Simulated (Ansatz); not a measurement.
# F (C2/m) in Ansatz: equation of state

Aim: energy against volume of F in PBE, for its equilibrium volume and stiffness.

Everything below comes from runs of Ansatz 0.2.0. Logs are shortened: lines on timing, memory, paths and dates and some standing lists are left out, and cuts for length are marked.

### Step 1. The crystal as given

Symmetry: C2/m, No. 12, monoclinic system. Conventional cell: a = 5.500 Å, b = 3.280 Å, c = 7.284 Å, α = 90.00°, β = 102.17°, γ = 90.00°. F (site symmetry m) is surrounded by 1 F at 1.45 Å. F (site symmetry m) is surrounded by 1 F at 1.44 Å.

### Step 2. Single point, PBE, 15.09 Å³/atom (volume scaled by 0.94)

The input, input.yaml:

```yaml
crystal:
  lattice:
    - [2.693861799, -1.6065212183, 0.0]
    - [2.693861799, 1.6065212183, 0.0]
    - [-1.5046559993, 0.0, 6.9746692878]
  atoms:
    - { symbol: F, position: [0.495, 0.495, 0.4] }
    - { symbol: F, position: [0.505, 0.505, 0.6] }
    - { symbol: F, position: [0.9496, 0.9496, 0.9004] }
    - { symbol: F, position: [0.0504, 0.0504, 0.0996] }
hamiltonian:
  xc: pbe
  pseudopotentials: { kind: paw }
kpoints:
  mp_grid: { grid: [9, 9, 4] }
scf:
  occupations: { method: fermi_dirac, width: 0.05 }
output:
  forces: true
  stress: true
  eigenvalues: true
```

Potentials or basis: Ansatz PAW.

Run with:

```
> ansatz run input.yaml --threads 2 --pin off --max-ram 5120MiB --backend cpu --events-out ev --progress --plain --runs-dir out
```

Standard output:

```text
Warning: RAYON_NUM_THREADS=2 ignored (pool sized by the plan → 2); use --threads N
Engine: ansatz 0.2.0, aarch64-unknown-linux-gnu
Pseudopotentials: kind: paw
Pseudopotential: F, paw, valence charge 7, recommended cutoff 420 eV (normal), F.paw.azcp
Functional definition: PBE
  parameter kappa = 0.804
  parameter beta = 0.06672455060314922
  exchange = pbe_x(kappa = kappa, mu = beta*pi^2/3)
  correlation = pbe_c(beta = beta)
Crystal: 4 atoms, lattice volume = 60.369 Å³
Basis set: ecut = 420 eV, 1171 PW (Γ), exchange–correlation on 48×48×96 points (8 copies of the dense FFT grid, shifted against one another)
Bands: 18, of which v1, the nominal top of the filled ones, is band 14 counted from 1 (13 counted from 0)
Symmetry: 4 space group operations
Space group: C2/m (ITA 12), of the structure as read, at distance tolerance 3.9e-5 Å
k-points: 95 of 324
Non-local potential: F, projectors of the file, l = 0: 2, l = 1: 2, l = 2: 1
PAW form: soft (Blöchl's): semilocal exchange-correlation on the pseudo side does not see the compensation charge
PAW one-centre angular grid: F, 110 points (default); XC on 64 Gauss nodes
Initial density: superposition of atomic densities (neutral atoms: chi_scale 0, normalization atom), corrected by the library's trained network
Initial wavefunctions: pseudopotential atomic-orbital guess
Functional: x = pbe(κ = 0.804, μ = 0.2195149727645171), c = pbe(β = 0.06672455060314922)
SCF iter   1: F=—  HF=-3222.393858 eV  |F-HF|=—  |Δ(HF+E_count)|=         —  Δρ=2.90e-3  dr2=1.66e-3  ethr=1.77e-3  ⟨swp⟩=5.1  Hψ=7848  notcnv=0
preconditioner: auto → none  [insulator: Δε(μ)=2.590 eV  Ē_g=16.369 eV  σ=0.050 eV  W_gap=1.00  n_scr=16 (ndim 8)  ℏωp=25.3 eV  f_vac=0.288  D(μ)=0.00/eV (n_scr^D=0)  ε∞_Penn≈3.4]
SCF iter   2: F=—  HF=-3222.395247 eV  |F-HF|=—  |Δ(HF+E_count)|=   1.39e-3  Δρ=1.24e-3  dr2=1.84e-4  ethr=5.94e-6  ⟨swp⟩=3.0  Hψ=4059  notcnv=0
SCF iter   3: F=—  HF=-3222.395938 eV  |F-HF|=—  |Δ(HF+E_count)|=   6.91e-4  Δρ=3.48e-4  dr2=1.84e-5  ethr=6.58e-7  ⟨swp⟩=2.4  Hψ=2990  notcnv=0
SCF iter   4: F=—  HF=-3222.396194 eV  |F-HF|=—  |Δ(HF+E_count)|=   2.56e-4  Δρ=7.42e-5  dr2=1.15e-6  ethr=6.59e-8  ⟨swp⟩=2.3  Hψ=2807  notcnv=0
iter 5 did not close the SCF: its close was put off for the readings that it lacked (scf_convergence_deferred on its scf_iter line)
SCF iter   5: F=-3222.396196 eV  HF=-3222.396196 eV  |F-HF|=6.42e-8  |Δ(HF+E_count)|=   1.90e-6  Δρ=1.58e-5  dr2=4.59e-8  ethr=4.12e-9  ⟨swp⟩=2.0  Hψ=2817  notcnv=0
SCF iter   6: F=-3222.396196 eV  HF=-3222.396196 eV  |F-HF|=3.99e-9  |Δ(HF+E_count)|=   7.37e-8  Δρ=5.40e-6  dr2=6.09e-9  ethr=1.64e-10  ⟨swp⟩=2.0  Hψ=5168  notcnv=0
SCF 1 converged in 6 iterations: F = -3222.396196 eV  dr2 = 6.09e-9
SCF converged after 6 iterations
Free energy (F): -3222.396196 eV
Harris-Foulkes:  -3222.396196 eV  (|F-HF|=3.99e-9)
Internal energy: -3222.396196 eV  (E = F + TS)
E sigma→0 (E₀):  -3222.396196 eV
Fermi energy:    -1.749690 eV
--- Per-component energies (eV) ---
  E_band       = -320.124859
  E_kinetic    = 808.093693
  E_local      = -2765.255102  (includes V_loc(G=0)·N_el)
  E_nonlocal   = 293.593741
  E_hartree    = 1000.516055
  E_xc         = -312.622407
  E_vxc        = -400.351829  (∫ρ·V_xc dr)
  E_paw        = -796.490690  (= ΣΔE_a)
  E_vpaw       = -257.246988  (= ΣTr[D̂ρ^β])
  E_aug_tail   = 0.008021  (compensation charges beyond the density's cutoff)
  E_ewald      = -1450.239507
  E_smearing   = -0.000000  (= −TS)
  E_closure    = 0.000000  (closes the sum)
  Σ components = -3222.396196   (vs F -3222.396196, Δ=0.00e0)
--- Forces (eV/Å), atoms counted from 1 ---
  atom   1  F     -0.00309049     0.00000000     0.00413853
  atom   2  F      0.00309049    -0.00000000    -0.00413853
  atom   3  F     -0.05088301     0.00000000    -0.19107480
  atom   4  F      0.05088301    -0.00000000     0.19107480
  max |Σ_I F_I| component: 0.00e0 eV/Å
--- Stress (GPa, compression-positive) ---
        1.321507       0.000000       0.063322
        0.000000       1.234132       0.000000
        0.063316       0.000000       1.984045
  P = ⅓ Tr σ = 1.5132 GPa (15.132 kbar)
--- Band table (eV; the first three rows and the last of 95) ---
  k-point 0: bands = ["-28.1982", "-28.0341", "-22.0427", "-21.6358", "-10.0060", "-9.0171", "-6.5687", "-6.4663", "-6.3836", "-6.3680", "-3.3962", "-3.3221", "-3.2002", "-3.1133", "-0.5162", "0.6863", "6.1212", "8.1149"]
  k-point 1: bands = ["-28.1853", "-28.0484", "-21.9843", "-21.6964", "-9.8703", "-9.1721", "-6.5449", "-6.4574", "-6.3962", "-6.3891", "-3.3534", "-3.3059", "-3.2190", "-3.1533", "-0.3436", "0.5030", "6.3444", "7.6317"]
  k-point 2: bands = ["-28.1689", "-28.0661", "-21.8493", "-21.8334", "-9.5547", "-9.5065", "-6.5042", "-6.4457", "-6.4409", "-6.3970", "-3.2672", "-3.2603", "-3.2543", "-3.2490", "0.0371", "0.1127", "6.9029", "6.9208"]
  k-point 94: bands = ["-28.0496", "-27.9454", "-21.7511", "-21.7353", "-9.4824", "-9.4362", "-7.3513", "-7.3050", "-6.8003", "-6.7340", "-3.7897", "-3.7847", "-3.4061", "-3.3871", "0.1970", "0.2701", "11.0256", "11.1679"]
```

Run time: 2.5 s. Hardware: 2 threads of Arm Neoverse V1, shared host; peak memory 0.35 GiB.

What came out:

```
Free energy            : -3222.3962 eV
Pressure               : 1.5 GPa
Largest force          : 0.198 eV/Å
Band gap on the k mesh : 2.60 eV, direct
```

Caveat: odd divisions of the mesh miss points on the zone boundary, where band edges often lie, so the gap on the mesh can be too wide; the pressure holds a Pulay correction of +1.0 GPa for the finite cutoff.

### Step 3. Single point, PBE, 15.41 Å³/atom (volume scaled by 0.96)

Changes to input.yaml since step 2:

```diff
@@ -2,5 +2,5 @@
   lattice:
-    - [2.693861799, -1.6065212183, 0.0]
-    - [2.693861799, 1.6065212183, 0.0]
-    - [-1.5046559993, 0.0, 6.9746692878]
+    - [2.7128332818, -1.6178351208, 0.0]
+    - [2.7128332818, 1.6178351208, 0.0]
+    - [-1.5152525174, 0.0, 7.0237882955]
   atoms:
```

Potentials or basis: Ansatz PAW.

Run with:

```
> ansatz run input.yaml --threads 2 --pin off --max-ram 5120MiB --backend cpu --events-out ev --progress --plain --runs-dir out
```

Wall time 2.4 s (2 threads of Arm Neoverse V1, shared host); peak memory 0.35 GiB.

The run converged. Its results:

- Free energy: -3222.4044 eV
- Pressure: 0.5 GPa
- Largest force: 0.332 eV/Å
- Band gap on the k mesh: 2.51 eV, direct

Caveat: odd divisions of the mesh miss points on the zone boundary, where band edges often lie, so the gap on the mesh can be too wide; the pressure holds a Pulay correction of +1.0 GPa for the finite cutoff.

### Step 4. Single point, PBE, 15.73 Å³/atom (volume scaled by 0.98)

Changes to input.yaml since step 3:

```diff
@@ -2,5 +2,5 @@
   lattice:
-    - [2.7128332818, -1.6178351208, 0.0]
-    - [2.7128332818, 1.6178351208, 0.0]
-    - [-1.5152525174, 0.0, 7.0237882955]
+    - [2.731543068, -1.6289929569, 0.0]
+    - [2.731543068, 1.6289929569, 0.0]
+    - [-1.525702865, 0.0, 7.0722297455]
   atoms:
```

Run with:

```
> ansatz run input.yaml --threads 2 --pin off --max-ram 5120MiB --backend cpu --events-out ev --progress --plain --runs-dir out
```

Wall time 2.5 s (2 threads of Arm Neoverse V1, shared host); peak memory 0.35 GiB.

It converged, with:

```yaml
Free_energy: -3222.4043 eV
Pressure: -0.4 GPa
Largest_force: 0.636 eV/Å
Band_gap_on_the_k_mesh: 2.42 eV, direct
```

Caveat: odd divisions of the mesh miss points on the zone boundary, where band edges often lie, so the gap on the mesh can be too wide; the pressure holds a Pulay correction of +1.0 GPa for the finite cutoff.

### Step 5. Single point, PBE, 16.06 Å³/atom

Changes to input.yaml since step 4:

```diff
@@ -2,5 +2,5 @@
   lattice:
-    - [2.731543068, -1.6289929569, 0.0]
-    - [2.731543068, 1.6289929569, 0.0]
-    - [-1.525702865, 0.0, 7.0722297455]
+    - [2.75, -1.64, 0.0]
+    - [2.75, 1.64, 0.0]
+    - [-1.5360119809, 0.0, 7.1200165312]
   atoms:
```

Run with:

```
> ansatz run input.yaml --threads 2 --pin off --max-ram 5120MiB --backend cpu --events-out ev --progress --plain --runs-dir out
```

It took 2.5 s on 2 threads of Arm Neoverse V1, shared host; peak memory 0.35 GiB.

The run converged. Its results:

- Free energy: -3222.3976 eV
- Pressure: -1.3 GPa
- Largest force: 0.918 eV/Å
- Band gap on the k mesh: 2.34 eV, direct

Caveat: odd divisions of the mesh miss points on the zone boundary, where band edges often lie, so the gap on the mesh can be too wide; the pressure holds a Pulay correction of +0.9 GPa for the finite cutoff.

### Step 6. Single point, PBE, 16.38 Å³/atom (volume scaled by 1.02)

Changes to input.yaml since step 5:

```diff
@@ -2,5 +2,5 @@
   lattice:
-    - [2.75, -1.64, 0.0]
-    - [2.75, 1.64, 0.0]
-    - [-1.5360119809, 0.0, 7.1200165312]
+    - [2.7682124513, -1.6508612437, 0.0]
+    - [2.7682124513, 1.6508612437, 0.0]
+    - [-1.5461845421, 0.0, 7.1671703327]
   atoms:
```

Potentials or basis: Ansatz PAW.

Run with:

```
> ansatz run input.yaml --threads 2 --pin off --max-ram 5120MiB --backend cpu --events-out ev --progress --plain --runs-dir out
```

Run time: 2.6 s. Hardware: 2 threads of Arm Neoverse V1, shared host; peak memory 0.35 GiB.

It converged, with:

```
Free energy            : -3222.3845 eV
Pressure               : -2.0 GPa
Largest force          : 1.180 eV/Å
Band gap on the k mesh : 2.27 eV, direct
```

Caveat: odd divisions of the mesh miss points on the zone boundary, where band edges often lie, so the gap on the mesh can be too wide; the pressure holds a Pulay correction of +0.9 GPa for the finite cutoff; forces of over 1 eV/Å show positions far from the minimum, so gaps and moduli don't describe the material at rest.

### Step 7. Single point, PBE, 16.70 Å³/atom (volume scaled by 1.04)

Changes to input.yaml since step 6:

```diff
@@ -2,5 +2,5 @@
   lattice:
-    - [2.7682124513, -1.6508612437, 0.0]
-    - [2.7682124513, 1.6508612437, 0.0]
-    - [-1.5461845421, 0.0, 7.1671703327]
+    - [2.7861883605, -1.6615814223, 0.0]
+    - [2.7861883605, 1.6615814223, 0.0]
+    - [-1.5562249828, 0.0, 7.2137117039]
   atoms:
```

Run with:

```
> ansatz run input.yaml --threads 2 --pin off --max-ram 5120MiB --backend cpu --events-out ev --progress --plain --runs-dir out
```

Wall time 2.8 s (2 threads of Arm Neoverse V1, shared host); peak memory 0.35 GiB.

It converged, with:

- Free energy: -3222.3656 eV
- Pressure: -2.7 GPa
- Largest force: 1.422 eV/Å
- Band gap on the k mesh: 2.19 eV, direct

Caveat: odd divisions of the mesh miss points on the zone boundary, where band edges often lie, so the gap on the mesh can be too wide; the pressure holds a Pulay correction of +0.9 GPa for the finite cutoff; forces of over 1 eV/Å show positions far from the minimum, so gaps and moduli don't describe the material at rest.

### Step 8. Single point, PBE, 17.02 Å³/atom (volume scaled by 1.06)

Changes to input.yaml since step 7:

```diff
@@ -2,5 +2,5 @@
   lattice:
-    - [2.7861883605, -1.6615814223, 0.0]
-    - [2.7861883605, 1.6615814223, 0.0]
-    - [-1.5562249828, 0.0, 7.2137117039]
+    - [2.8039352617, -1.6721650288, 0.0]
+    - [2.8039352617, 1.6721650288, 0.0]
+    - [-1.5661375111, 0.0, 7.2596601511]
   atoms:
```

Potentials or basis: Ansatz PAW.

Run with:

```
> ansatz run input.yaml --threads 2 --pin off --max-ram 5120MiB --backend cpu --events-out ev --progress --plain --runs-dir out
```

Standard output:

```text
Warning: RAYON_NUM_THREADS=2 ignored (pool sized by the plan → 2); use --threads N
[... 8 set-up lines as earlier in the session ...]
Crystal: 4 atoms, lattice volume = 68.076 Å³
Basis set: ecut = 420 eV, 1347 PW (Γ), exchange–correlation on 48×48×100 points (8 copies of the dense FFT grid, shifted against one another)
Bands: 18, of which v1, the nominal top of the filled ones, is band 14 counted from 1 (13 counted from 0)
[... 1 set-up line as earlier in the session ...]
[... 33 lines left out ...]
  E_vpaw       = -256.308158  (= ΣTr[D̂ρ^β])
  E_aug_tail   = 0.007825  (compensation charges beyond the density's cutoff)
  E_ewald      = -1393.307777
  E_smearing   = -0.000000  (= −TS)
  E_closure    = 0.000000  (closes the sum)
  Σ components = -3222.341782   (vs F -3222.341782, Δ=0.00e0)
--- Forces (eV/Å), atoms counted from 1 ---
  atom   1  F     -0.29551844     0.00000000     1.61993478
  atom   2  F      0.29551844     0.00000000    -1.61993478
  atom   3  F      0.25425313     0.00000000     1.48433408
  atom   4  F     -0.25425313     0.00000000    -1.48433408
  max |Σ_I F_I| component: 2.22e-16 eV/Å
--- Stress (GPa, compression-positive) ---
        0.209277       0.000000       0.069362
        0.000000       0.491097       0.000000
        0.069359       0.000000     -10.483104
  P = ⅓ Tr σ = -3.2609 GPa (-32.609 kbar)
--- Band table (eV; the first three rows and the last of 95) ---
  k-point 0: bands = ["-28.1833", "-28.0464", "-22.9989", "-22.7196", "-10.3224", "-9.5719", "-7.0581", "-6.9738", "-6.9015", "-6.8881", "-4.3395", "-4.2768", "-4.1789", "-4.1105", "-1.9878", "-1.0091", "5.0166", "7.1110"]
  k-point 1: bands = ["-28.1735", "-28.0572", "-22.9583", "-22.7607", "-10.2199", "-9.6891", "-7.0382", "-6.9664", "-6.9116", "-6.9058", "-4.3045", "-4.2639", "-4.1942", "-4.1426", "-1.8457", "-1.1549", "5.2213", "6.5148"]
  k-point 2: bands = ["-28.1614", "-28.0702", "-22.8662", "-22.8533", "-9.9861", "-9.9373", "-7.0054", "-6.9576", "-6.9480", "-6.9124", "-4.2321", "-4.2283", "-4.2255", "-4.2190", "-1.5336", "-1.4702", "5.7583", "5.7737"]
  k-point 94: bands = ["-28.0752", "-27.9831", "-22.8010", "-22.7882", "-9.9303", "-9.8822", "-7.6862", "-7.6421", "-7.2413", "-7.1813", "-4.6408", "-4.6339", "-4.3437", "-4.3263", "-1.4104", "-1.3481", "9.7062", "9.8305"]
```

It took 2.8 s on 2 threads of Arm Neoverse V1, shared host; peak memory 0.36 GiB.

Results:

| Property | Result |
| --- | --- |
| Free energy | -3222.3418 eV |
| Pressure | -3.3 GPa |
| Largest force | 1.647 eV/Å |
| Band gap on the k mesh | 2.12 eV, direct |

Caveat: odd divisions of the mesh miss points on the zone boundary, where band edges often lie, so the gap on the mesh can be too wide; the pressure holds a Pulay correction of +0.9 GPa for the finite cutoff; forces of over 1 eV/Å show positions far from the minimum, so gaps and moduli don't describe the material at rest.

### Step 9. Equation of state, PBE

Potentials or basis: Ansatz PAW.

No new run: the results of the series are fitted here.

What came out:

```yaml
Equilibrium_volume: 15.58 Å³/atom
Bulk_modulus_at_fixed_shape_and_positions: 45 GPa
Pressure_derivative_of_the_bulk_modulus: "4.3 (rough: it moves with the points fitted)"
```

Energy against volume, from the lowest point:
| volume (Å³/atom) | energy (meV/atom) |
| --- | --- |
| 15.092 | 2.04 |
| 15.413 | 0.00 |
| 15.735 | 0.02 |
| 16.056 | 1.69 |
| 16.377 | 4.95 |
| 16.698 | 9.70 |
| 17.019 | 15.64 |

Caveat: the cell was scaled at fixed shape and fractional positions, which overstates the stiffness of a crystal with free parameters, most of all of layers and chains.
